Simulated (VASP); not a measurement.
# HfB (Fm-3m) in VASP: notebook

The runs below take HfB through single point, with PBE.

Program: VASP 6.6.1. These are calculated values, not measurements. Logs are shortened: lines on timing, memory, paths and dates and some standing lists are left out, and cuts for length are marked.

## 1. The undisturbed crystal

The structure is cubic, space group Fm-3m (No. 225). Conventional cell: a = 4.834 Å, b = 4.834 Å, c = 4.834 Å, α = 90.00°, β = 90.00°, γ = 90.00°. Hf (site symmetry m-3m) has 6 B at 2.42 Å as nearest neighbours. Around B (site symmetry m-3m) lie 6 Hf at 2.42 Å.

## 2. Single point, PBE (mode 4 frozen in at -0.039 Å and mode 6 at +0.000 Å (largest displacements))

Contents of INCAR:

```
PREC = Accurate
ENCUT = 520
EDIFF = 1E-6
ISMEAR = 0
SIGMA = 0.15
LREAL = F
LASPH = T
NELM = 100
ALGO = Fast
ISIF = 2
LWAVE = F
LCHARG = F
GGA = PE
NBANDS = 14
```

Contents of KPOINTS:

```
regular mesh
0
Gamma
  16 16 16
```

Contents of POSCAR:

```
HfB
1.0
    0.0000000000      2.4168788130      2.4168788130
    2.4168788130      0.0000000000      2.4168788130
    2.4168788130      2.4168788130      0.0000000000
Hf B
1 1
Direct
    0.4995075928      0.5004924072      0.5004924072
    0.0081303208     -0.0081303208     -0.0081303208
```

Potentials or basis: VASP PAW PBE potentials, release 64 (Hf_pv, B).

Launch:

```bash
> cat potpaw_PBE.64/Hf_pv/POTCAR potpaw_PBE.64/B/POTCAR > POTCAR
> mpirun -np 1 vasp_std > vasp.out
```

OUTCAR:

```text
PREC = Accurate
   ENCUT = 520
   EDIFF = 1E-6
   ISMEAR = 0
   LREAL = F
   LASPH = T
   NELM = 100
   ISIF = 2
   GGA = PE

 ion  position               nearest neighbor table
   1  0.500  0.500  0.500-   2 2.38   2 2.42   2 2.42   2 2.42   2 2.42   2 2.46
   2  0.008  0.992  0.992-   1 2.38   1 2.42   1 2.42   1 2.42   1 2.42   1 2.46

  LATTYP: Found a face centered cubic cell.
 ALAT       =     4.8337576260

  Lattice vectors:

 A1 = (   0.0000000000,   2.4168788130,   2.4168788130)
 A2 = (   2.4168788130,   0.0000000000,   2.4168788130)
 A3 = (   2.4168788130,   2.4168788130,   0.0000000000)

Analysis of symmetry for initial positions (statically):
=====================================================================
 Subroutine PRICEL returns:
 Original cell was already a primitive cell.

 Routine SETGRP: Setting up the symmetry group for a
 face centered cubic supercell.

 Subroutine GETGRP returns: Found  8 space group operations
 (whereof  8 operations were pure point group operations)
 out of a pool of 48 trial point group operations.

The static configuration has the point symmetry C_4v.

Analysis of symmetry for dynamics (positions and initial velocities):
=====================================================================
 Subroutine PRICEL returns:
 Original cell was already a primitive cell.

 Routine SETGRP: Setting up the symmetry group for a
 face centered cubic supercell.

 Subroutine GETGRP returns: Found  8 space group operations
 (whereof  8 operations were pure point group operations)
 out of a pool of 48 trial point group operations.

The dynamic configuration has the point symmetry C_4v.

 Subroutine INISYM returns: Found  8 space group operations
 (whereof  8 operations are pure point group operations),
 and found     1 'primitive' translations

----------------------------------------------------------------------------------------

                                     Primitive cell

  volume of cell :      28.2354

  direct lattice vectors                    reciprocal lattice vectors
     0.000000000  2.416878813  2.416878813    -0.206878391  0.206878391  0.206878391
     2.416878813  0.000000000  2.416878813     0.206878391 -0.206878391  0.206878391
     2.416878813  2.416878813  0.000000000     0.206878391  0.206878391 -0.206878391

  length of vectors
     3.417982796  3.417982796  3.417982796     0.358323884  0.358323884  0.358323884

  position of ions in fractional coordinates (direct lattice)
     0.499507593  0.500492407  0.500492407
     0.008130321  0.991869679  0.991869679

  ion indices of the primitive-cell ions
   primitive index   ion index
[... 89 lines left out ...]
   ISMEAR =     0;   SIGMA  =   0.15  broadening in eV -4-tet -1-fermi 0-gaus
   EFERMI_NEDOS =   21; number of points for ismear=-14 and -15
   IALGO  =     68    algorithm
   IMIX   =      4    mixing-type and parameters
     AMIX     =   0.40;   BMIX     =  1.00
     AMIX_MAG =   1.60;   BMIX_MAG =  1.00
  volume/ion in A,a.u.               =      14.12        95.27
  Fermi-wavevector in a.u.,A,eV,Ry     =   1.264128  2.388856 21.742379  1.598020
  Thomas-Fermi vector in A             =   2.397449
   LORBIT       =      0    0 simple, 1 ext, 2 COOP (PROOUT), +10 PAW based schemes
   GGA     = PE    functional components
   LHFCALC =     F    Hartree Fock is set to
   AEXX    =    0.0000 exact exchange contribution
   IVDW    =     0    specifies the selected vdW correction
   LEPSILON=     F    determine dielectric tensor
   LRPA    =     F    only Hartree local field effects (RPA)
 non-spin polarized calculation
 RMM-DIIS sequential band-by-band and
 Gauss-broadening in eV      SIGMA  =   0.15
  energy-cutoff  :      520.00
  volume of cell :       28.24
 maximum number of plane-waves:       778
 NGX is ok and might be reduce to    28
   NGX = 13   NGY = 13   NGZ = 13

 number of electron      13.0000001 magnetization

 Free energy of the ion-electron system (eV)
  ---------------------------------------------------
  ext. energy  EPLUGINS =         0.00000000
  ---------------------------------------------------
  free energy    TOTEN  =       -17.46182558 eV

  energy without entropy =      -17.45066708  energy(sigma->0) =      -17.45624633

 E-fermi :   4.2972     XC(G=0): -11.6681

 val. band max:        4.2923236480   @ k =  -0.3750   0.3750   0.0625
 cond. band min:       4.3009963786   @ k =   0.0625   0.3125   0.2500
 fundamental gap:      0.0086727306
 Fermi energy:         4.2971573555

 k-point     1 :       0.0000    0.0000    0.0000
  band No.  band energies     occupation
      1     -24.7312      2.00000
      2     -24.7300      2.00000
      3     -24.7300      2.00000
      4      -4.8334      2.00000
      5       6.3058      0.00000
      6       6.3058      0.00000
      7       6.3385      0.00000
      8       7.6179      0.00000
      9       7.8969      0.00000
     10       7.8969      0.00000
     11       8.0029      0.00000
     12       8.2543      0.00000
     13      15.2896      0.00000
     14      15.4385      0.00000
[... 377 lines left out ...]
      1     -25.1618      2.00000
      2     -24.7904      2.00000
      3     -24.7844      2.00000
      4      -0.5270      2.00000
      5       0.0503      2.00000
      6       3.1386      2.00000
      7       3.2243      2.00000
      8       9.6358      0.00000
      9       9.9707      0.00000
     10      10.6601      0.00000
     11      12.3981      0.00000
     12      15.9971      0.00000
     13      16.5902      0.00000
     14      17.3886      0.00000

 [... further k-points ...]

------------------------ aborting loop because EDIFF is reached ----------------------------------------

  FORCE on cell =-STRESS in cart. coord.  units (eV):
  Direction    XX          YY          ZZ          XY          YZ          ZX
  --------------------------------------------------------------------------------------
  -------------------------------------------------------------------------------------
  Total        0.0856402      0.0182940      0.0182940      0.0000000      0.0000000      0.0000000
  in kB        4.8595233      1.0380658      1.0380658      0.0000000      0.0000000      0.0000000
  external PRESSURE =       2.3118850 kB  Pullay stress =       0.0000000 kB

 VOLUME and BASIS-vectors are now :
 -----------------------------------------------------------------------------
  energy-cutoff  :      520.00
  volume of cell :       28.24
      direct lattice vectors                 reciprocal lattice vectors
     0.000000000  2.416878813  2.416878813    -0.206878391  0.206878391  0.206878391
     2.416878813  0.000000000  2.416878813     0.206878391 -0.206878391  0.206878391
     2.416878813  2.416878813  0.000000000     0.206878391  0.206878391 -0.206878391

 POSITION                                       TOTAL-FORCE (eV/Angst)
 -----------------------------------------------------------------------------------
      2.41926      2.41688      2.41688        -0.321986      0.000000      0.000000
      4.79446      2.41688      2.41688         0.321986      0.000000      0.000000
 -----------------------------------------------------------------------------------
    total drift:                                0.000011      0.000000      0.000000

  FREE ENERGIE OF THE ION-ELECTRON SYSTEM (eV)
  ---------------------------------------------------
  free  energy   TOTEN  =       -17.4618255769 eV

  energy  without entropy=      -17.4506670847  energy(sigma->0) =      -17.45624633
```

Run time: 1.7 min. Hardware: 1 thread of Intel Xeon Platinum 8488C (Sapphire Rapids), shared host; peak memory 0.27 GiB.

What came out:

| Property | Result |
| --- | --- |
| Free energy | -17.4618 eV |
| Pressure | 0.2 GPa |
| Largest force | 0.322 eV/Å |
| Band gap on the k mesh | none (metal or under the smearing width) |

Forces on the atoms (eV/Å):
```
Hf  -0.322  0.000  0.000
B    0.322  0.000  0.000
```

Levels at points of the mesh, in eV from the Fermi level:
| k point | band 3 | band 4 | band 5 | band 6 | band 7 | band 8 | band 9 | band 10 | band 11 | band 12 |
| --- | --- | --- | --- | --- | --- | --- | --- | --- | --- | --- |
| (0.00, 0.00, 0.00) | -29.03 | -9.13 | 2.01 | 2.01 | 2.04 | 3.32 | 3.60 | 3.60 | 3.71 | 3.96 |
| (0.50, 0.00, 0.00) | -29.08 | -4.64 | -4.47 | -1.15 | -1.15 | 5.64 | 5.65 | 6.47 | 7.69 | 12.40 |
| (0.50, 0.50, 0.00) | -29.18 | -6.38 | -1.26 | -0.80 | 1.93 | 1.95 | 5.39 | 6.76 | 6.77 | 7.70 |
| (0.00, 0.50, 0.50) | -29.18 | -6.38 | -1.25 | -0.79 | 1.93 | 1.93 | 5.38 | 6.76 | 6.76 | 7.68 |

Spin-orbit coupling is left out, which matters for the levels of Hf.

## 3. Single point, PBE (mode 4 frozen in at -0.079 Å and mode 6 at +0.000 Å (largest displacements))

Edit INCAR of step 2 so:

```diff
@@ -11,4 +11,6 @@
 LWAVE = F
-LCHARG = F
+LCHARG = T
 GGA = PE
+LELF = T
+LVHAR = T
 NBANDS = 14
```

KPOINTS is that of step 2.

Contents of POSCAR:

```
HfB
1.0
    0.0000000000      2.4168788130      2.4168788130
    2.4168788130      0.0000000000      2.4168788130
    2.4168788130      2.4168788130      0.0000000000
Hf B
1 1
Direct
    0.4990139328      0.5009860672      0.5009860672
    0.0162813294     -0.0162813294     -0.0162813294
```

Potentials or basis: VASP PAW PBE potentials, release 64 (Hf_pv, B).

Launch:

```bash
> cat potpaw_PBE.64/Hf_pv/POTCAR potpaw_PBE.64/B/POTCAR > POTCAR
> mpirun -np 1 vasp_std > vasp.out
```

Wall time 1.8 min (1 thread of Intel Xeon Platinum 8488C (Sapphire Rapids), shared host); peak memory 0.27 GiB.

Results (log left out):

- Free energy: -17.4413 eV
- Pressure: 0.5 GPa
- Largest force: 0.665 eV/Å
- Band gap on the k mesh: none (metal or under the smearing width)

Forces on the atoms (eV/Å):
```
Hf  -0.665  0.000  0.000
B    0.665  0.000  0.000
```

Stress tensor (GPa, compression positive):
```
1.54 0.00 0.00
0.00 0.01 0.00
0.00 0.00 0.01
```

Levels at points of the mesh, in eV from the Fermi level:
```csv
k point,band 3,band 4,band 5,band 6,band 7,band 8,band 9,band 10,band 11,band 12
"(0.00, 0.00, 0.00)",-29.03,-9.13,1.92,1.92,2.04,3.03,3.70,3.70,3.71,4.28
"(0.50, 0.00, 0.00)",-29.08,-4.68,-4.43,-1.15,-1.14,5.62,5.65,6.46,7.66,12.14
"(0.50, 0.50, 0.00)",-29.19,-6.37,-1.26,-0.86,1.91,2.02,5.42,6.76,6.76,7.70
"(0.00, 0.50, 0.50)",-29.19,-6.37,-1.25,-0.79,1.93,1.93,5.39,6.76,6.76,7.63
```

The run has no spin-orbit coupling, so splittings on Hf are missing.
